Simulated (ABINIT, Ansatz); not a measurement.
## CdTe (F-43m): a worked LO-TO splitting

Aim: work out the LO frequency and the static dielectric constant of CdTe (F-43m) from one linear-response run, then check them.

Method: DFT LDA, scalar-relativistic, plane waves, JTH PAW pseudopotentials, in ABINIT 10.8.3.

## (1) The relaxed structure

The structure is cubic, space group F-43m (No. 216). The conventional cell has a = 6.415 Å, b = 6.415 Å, c = 6.415 Å, α = 90.00°, β = 90.00°, γ = 90.00°. Cd has 4 Te at 2.78 Å nearest. Nearest to Te lie 4 Cd at 2.78 Å. Farther neighbours and most contacts between anions are not listed.

Structure file:

```
Cd Te
1.0
     0.00000    3.20736    3.20736
     3.20736    0.00000    3.20736
     3.20736    3.20736    0.00000
Cd Te
1 1
Direct
  0.00000 0.00000 0.00000
  0.25000 0.25000 0.25000
```

This is the cell after its relaxation at this level of theory, not the database cell from which that began.

## (2) What the response run gave

A linear-response run on the relaxed cell, with the response to an electric field; only its zone-centre results are used. Cutoff 18 Ha, k mesh 4×4×4 with shifts.

Numbers of over 12 decimals in the logs are rounded to 6 here.

Output:

```text
[banners, grids, parts of the stress and lines that vanish by symmetry left out]
- input  file    -> dfpt_gamma.abi
- output file    -> dfpt_gamma.abo
- root for input  files -> dfpt_gammai
[...]
DATASET    1 : space group F-4 3 m (#216); Bravais cF (face-center cubic)
[...]
nfft =       46656          nkpt =         128
[...]
DATASET    2 : space group F-4 3 m (#216); Bravais cF (face-center cubic)
[...]
nfft =       46656          nkpt =         128
[...]
== DATASET  1 ==================================================================
[...]
cutoff_energies: {ecut:  18.0, pawecutdg:  36.0, }
[...]
Perturbation : derivative vs k along direction   1
[...]
-ETOT  1  -22.079025094154     -2.208E+01 5.207E-01 0.000E+00
 ETOT  2  -22.152797409997     -7.377E-02 6.169E-02 0.000E+00
 ETOT  3  -22.155985552876     -3.188E-03 5.860E-03 0.000E+00
 ETOT  4  -22.156511538488     -5.260E-04 6.067E-04 0.000E+00
 ETOT  5  -22.156678631276     -1.671E-04 1.832E-04 0.000E+00
[...]
At SCF step   64   max residual=  9.99E-21 < tolwfr=  1.00E-20 =>converged.
[...]
Perturbation : derivative vs k along direction   2
[...]
-ETOT  1  -22.079025093991     -2.208E+01 5.207E-01 0.000E+00
[...]
At SCF step   64   max residual=  9.99E-21 < tolwfr=  1.00E-20 =>converged.
[...]
Perturbation : derivative vs k along direction   3
[...]
-ETOT  1  -22.079025093828     -2.208E+01 5.207E-01 0.000E+00
[...]
At SCF step   64   max residual=  1.00E-20 < tolwfr=  1.00E-20 =>converged.
[...]
== DATASET  2 ==================================================================
[...]
cutoff_energies: {ecut:  18.0, pawecutdg:  36.0, }
[...]
Perturbation : displacement of atom   1   along direction   1
[...]
-ETOT  1   1060.0913276894     -3.986E+03 3.001E+00 5.559E+06
[...]
At SCF step   36       vres2   =  2.13E-12 < tolvrs=  1.00E-10 =>converged.
[...]
Perturbation : displacement of atom   2   along direction   1
[...]
-ETOT  1   48.683980287831     -8.416E+01 2.215E+00 2.656E+05
[...]
At SCF step   34       vres2   =  2.05E-11 < tolvrs=  1.00E-10 =>converged.
[...]
Perturbation : homogeneous electric field along direction   1
[...]
-ETOT  1  -221.71213744283     -2.217E+02 6.191E+01 7.336E+04
[...]
ETOT 39  -237.62405230970     -7.418E-12 1.068E-11 1.841E-10
 ETOT 40  -237.62405230969      5.372E-12 6.400E-12 1.385E-11
 At SCF step   40       vres2   =  1.38E-11 < tolvrs=  1.00E-10 =>converged.
[...]
Dielectric tensor, in cartesian coordinates,
[...]
1    4   1    4         9.3195990875        -0.0000000000
   1    4   2    4        -0.0000000000        -0.0000000000
   1    4   3    4        -0.0000000000        -0.0000000000
   2    4   1    4        -0.0000000000        -0.0000000000
   2    4   2    4         9.3195990875        -0.0000000000
   2    4   3    4        -0.0000000000        -0.0000000000
   3    4   1    4        -0.0000000000        -0.0000000000
   3    4   2    4        -0.0000000000        -0.0000000000
   3    4   3    4         9.3195990875        -0.0000000000
  Effective charges, in cartesian coordinates,
[...]
1    1   1    4         2.1488583223         0.0000000000
   2    1   1    4         0.0000000000         0.0000000000
   3    1   1    4        -0.0000000000         0.0000000000
   1    2   1    4        -2.1770361285         0.0000000000
   2    2   1    4        -0.0000000000         0.0000000000
[...]
Effective charges, in cartesian coordinates,
[...]
2    4   1    2        -0.0000000000         0.0000000000
   3    4   1    2        -0.0000000000         0.0000000000
   1    4   2    2        -0.0000000000         0.0000000000
   2    4   2    2        -2.1770412261         0.0000000000
   3    4   2    2         0.0000000000         0.0000000000
   1    4   3    2        -0.0000000000         0.0000000000
   2    4   3    2         0.0000000000         0.0000000000
   3    4   3    2        -2.1770412264         0.0000000000
  Warning: The rigid-atom proper piezoelectric tensor
[...]
Phonon wavevector (reduced coordinates) :  0.00000  0.00000  0.00000
 Phonon energies in Hartree :
[...]
Phonon frequencies in cm-1    :
- -5.999178E+00 -5.999178E+00 -5.999178E+00  1.495265E+02  1.495265E+02
-  1.495265E+02
  Phonon at Gamma, with non-analyticity in the
[...]
Phonon energies in Hartree :
[...]
Phonon frequencies in cm-1    :
- -5.999178E+00 -5.999178E+00 -5.980404E+00  1.495265E+02  1.495265E+02
-  1.691641E+02
  Phonon at Gamma, with non-analyticity in the
[...]
Phonon energies in Hartree :
[...]
Phonon frequencies in cm-1    :
- -5.999178E+00 -5.999178E+00 -5.980404E+00  1.495265E+02  1.495265E+02
-  1.691641E+02
  Phonon at Gamma, with non-analyticity in the
[...]
Phonon energies in Hartree :
[...]
Phonon frequencies in cm-1    :
- -5.999178E+00 -5.999178E+00 -5.980404E+00  1.495265E+02  1.495265E+02
-  1.691641E+02
[...]
fcart2     0.0000000000E+00  0.0000000000E+00  0.0000000000E+00
           strten2     0.0000000000E+00  0.0000000000E+00  0.0000000000E+00
================================================================================
```

| quantity | value |
| --- | --- |
| cell volume Ω (Å³) | 65.989 |
| mass of Cd (u) | 112.414 |
| mass of Te (u) | 127.600 |
| Born charge of Cd, raw (e) | 2.149 |
| Born charge of Te, raw (e) | -2.177 |
| ε∞ | 9.320 |
| ω(TO) after the sum rule (cm⁻¹) | 149.6 |

## (3) The calculation

The charges must sum to zero over the cell; taking off their mean, -0.014 e, leaves Z* = 2.163 e on Cd. In the polar mode Cd moves against Te, so the reduced mass is μ = 112.41 × 127.60 / 240.01 = 59.763 u.

A longitudinal wave builds up a field that adds to the restoring force: ω(LO)² = ω(TO)² + 4π Z*² / (μ Ω ε∞), in Hartree atomic units. With μ = 108942 electron masses and Ω = 445.32 bohr³ the second term is 1.3003e-07 Ha², or 6263 cm⁻² (1 Ha = 219474.6 cm⁻¹).

So ω(LO) = √(22392 + 6263) = 169.3 cm⁻¹, and by the Lyddane-Sachs-Teller relation ε₀ = ε∞ (ω(LO)/ω(TO))² = 11.93.

## (4) Check against the program

The analysis program adds the same non-analytic term to the full matrix.

Output:

```text
[banners, grids, parts of the stress and lines that vanish by symmetry left out]
-outvars_anaddb: echo values of input variables ----------------------

 Flags :
[...]
Dielectric Tensor and Effective Charges
[...]
Effective charge tensors after
[...]
Phonon wavevector (reduced coordinates) :  0.00000  0.00000  0.00000
 Phonon energies in Hartree :
[...]
Phonon energies in meV     :
-  0.000000E+00  0.000000E+00  0.000000E+00  1.855350E+01  1.855350E+01
-  1.855350E+01
 Phonon frequencies in cm-1    :
-  0.000000E+00  0.000000E+00  0.000000E+00  1.496441E+02  1.496441E+02
-  1.496441E+02
 Phonon frequencies in Thz     :
-  0.000000E+00  0.000000E+00  0.000000E+00  4.486217E+00  4.486217E+00
-  4.486217E+00
 Phonon energies in Kelvin  :
-  0.000000E+00  0.000000E+00  0.000000E+00  2.153045E+02  2.153045E+02
-  2.153045E+02
[...]
-  1  0.00000000E+00  0.00000000E+00 -1.51183527E-03
-     0.00000000E+00  0.00000000E+00  0.00000000E+00
-  2  0.00000000E+00  0.00000000E+00 -1.51183464E-03
-     0.00000000E+00  0.00000000E+00  0.00000000E+00
[...]
-  1  0.00000000E+00 -1.51183527E-03  0.00000000E+00
-     0.00000000E+00  0.00000000E+00  0.00000000E+00
-  2  0.00000000E+00 -1.51183464E-03  0.00000000E+00
-     0.00000000E+00  0.00000000E+00  0.00000000E+00
[...]
-  1  1.51183527E-03  0.00000000E+00  0.00000000E+00
-     0.00000000E+00  0.00000000E+00  0.00000000E+00
-  2  1.51183464E-03  0.00000000E+00  0.00000000E+00
-     0.00000000E+00  0.00000000E+00  0.00000000E+00
[...]
-  1  0.00000000E+00  0.00000000E+00  1.61073918E-03
-     0.00000000E+00  0.00000000E+00  0.00000000E+00
-  2  0.00000000E+00  0.00000000E+00 -1.41900374E-03
-     0.00000000E+00  0.00000000E+00  0.00000000E+00
[...]
-  1  0.00000000E+00  1.61073918E-03  0.00000000E+00
-     0.00000000E+00  0.00000000E+00  0.00000000E+00
-  2  0.00000000E+00 -1.41900374E-03  0.00000000E+00
-     0.00000000E+00  0.00000000E+00  0.00000000E+00
[...]
-  1  1.61073918E-03  0.00000000E+00  0.00000000E+00
-     0.00000000E+00  0.00000000E+00  0.00000000E+00
-  2 -1.41900374E-03  0.00000000E+00  0.00000000E+00
-     0.00000000E+00  0.00000000E+00  0.00000000E+00
[...]
-     1          0.000000     0.000000    -0.000001     0.000001
-     2          0.000000    -0.000001    -0.000000     0.000001
-     3          0.000001     0.000000    -0.000000     0.000001
-     4         -0.000000    -0.000000     3.052762     3.052762
-     5          0.000096     3.052762     0.000000     3.052762
-     6          3.052762    -0.000096     0.000000     3.052762
[...]
-   1     Real    0.0000E+00  0.0000E+00  0.0000E+00  0.0000E+00  0.0000E+00  0.0000E+00  0.0000E+00
[...]
-  2.098845E+01
 Phonon frequencies in cm-1    :
-  0.000000E+00  0.000000E+00  0.000000E+00  1.496441E+02  1.496441E+02
-  1.692832E+02
 Phonon frequencies in Thz     :
-  0.000000E+00  0.000000E+00  0.000000E+00  4.486217E+00  4.486217E+00
-  5.074984E+00
 Phonon energies in Kelvin  :
-  0.000000E+00  0.000000E+00  0.000000E+00  2.153045E+02  2.153045E+02
-  2.435608E+02
[...]
-  1  0.00000000E+00  0.00000000E+00 -1.51183527E-03
-     0.00000000E+00  0.00000000E+00  0.00000000E+00
-  2  0.00000000E+00  0.00000000E+00 -1.51183464E-03
-     0.00000000E+00  0.00000000E+00  0.00000000E+00
[...]
Phonon at Gamma, with non-analyticity in the
[...]
Phonon energies in Hartree :
[...]
Phonon energies in meV     :
-  0.000000E+00  0.000000E+00  0.000000E+00  1.855350E+01  1.855350E+01
-  2.098845E+01
 Phonon frequencies in cm-1    :
-  0.000000E+00  0.000000E+00  0.000000E+00  1.496441E+02  1.496441E+02
-  1.692832E+02
 Phonon frequencies in Thz     :
-  0.000000E+00  0.000000E+00  0.000000E+00  4.486217E+00  4.486217E+00
-  5.074984E+00
 Phonon energies in Kelvin  :
-  0.000000E+00  0.000000E+00  0.000000E+00  2.153045E+02  2.153045E+02
-  2.435608E+02
[...]
Phonon at Gamma, with non-analyticity in the
[...]
Phonon energies in Hartree :
[...]
Phonon energies in meV     :
-  0.000000E+00  0.000000E+00  0.000000E+00  1.855350E+01  1.855350E+01
-  2.098845E+01
 Phonon frequencies in cm-1    :
-  0.000000E+00  0.000000E+00  0.000000E+00  1.496441E+02  1.496441E+02
-  1.692832E+02
 Phonon frequencies in Thz     :
-  0.000000E+00  0.000000E+00  0.000000E+00  4.486217E+00  4.486217E+00
-  5.074984E+00
 Phonon energies in Kelvin  :
-  0.000000E+00  0.000000E+00  0.000000E+00  2.153045E+02  2.153045E+02
-  2.435608E+02
[...]
-  1  4.10862429E-07 -1.51183472E-03 -1.19423017E-06
-     0.00000000E+00  0.00000000E+00  0.00000000E+00
-  2  4.10816014E-07 -1.51183413E-03 -1.19427591E-06
-     0.00000000E+00  0.00000000E+00  0.00000000E+00
[...]
-  1  1.51183516E-03  4.10571138E-07  3.06636418E-07
-     0.00000000E+00  0.00000000E+00  0.00000000E+00
-  2  1.51183457E-03  4.10617206E-07  3.06682529E-07
-     0.00000000E+00  0.00000000E+00  0.00000000E+00
[...]
-  1  1.80528012E-04  1.03791930E-03 -1.21844731E-03
-     0.00000000E+00  0.00000000E+00  0.00000000E+00
-  2 -1.59038738E-04 -9.14369872E-04  1.07340861E-03
-     0.00000000E+00  0.00000000E+00  0.00000000E+00
[...]
-  1  1.30271387E-03 -8.07698781E-04 -4.95015092E-04
-     0.00000000E+00  0.00000000E+00  0.00000000E+00
-  2 -1.14764444E-03  7.11553807E-04  4.36090634E-04
-     0.00000000E+00  0.00000000E+00  0.00000000E+00
[...]
Direction                     Dielectric constant
[...]
0.00000   0.00000   1.00000     11.92630548
   1.00000   1.00000   1.00000     11.92630548
-
```

| quantity | by hand | program |
| --- | --- | --- |
| ω(LO) (cm⁻¹) | 169.3 | 169.3 |
| ε₀ | 11.93 | 11.93 |

## (5) Outcome

| Item | Value |
| --- | --- |
| TO mode | 149.6 cm⁻¹ |
| LO mode | 169.3 cm⁻¹ |
| static dielectric constant | 11.93 |

The LO mode of CdTe (F-43m) lies at 169 cm⁻¹, 20 cm⁻¹ above the TO mode; the formula meets the program within 0.1 cm⁻¹, as it must for a cubic crystal with one polar mode. ω(LO)² − ω(TO)² goes with Z*²/ε∞: an error of 5 % in ε∞ would move the LO mode by 0.9 cm⁻¹, and semilocal functionals tend to overestimate ε∞. The raw charges miss their sum by 0.028 e, a sign that the k mesh is short for the field response, so ε∞ may be some per cent too high. These are harmonic values at zero temperature, at the volume of this functional, for the structure held cubic; stability elsewhere in the zone is no part of this calculation.

[Host names and launcher messages were left out of these logs when they were recorded.]

[Logs are printed without paths, hosts, clocks, repeated set-up lines and the standing remarks that a program may print on its own settings, such as how far it seeks lower states.]

[Hosts, paths, dates, database ids (printed as entryN), source tags and the programs' standing remarks are cut or masked in the printed files.]
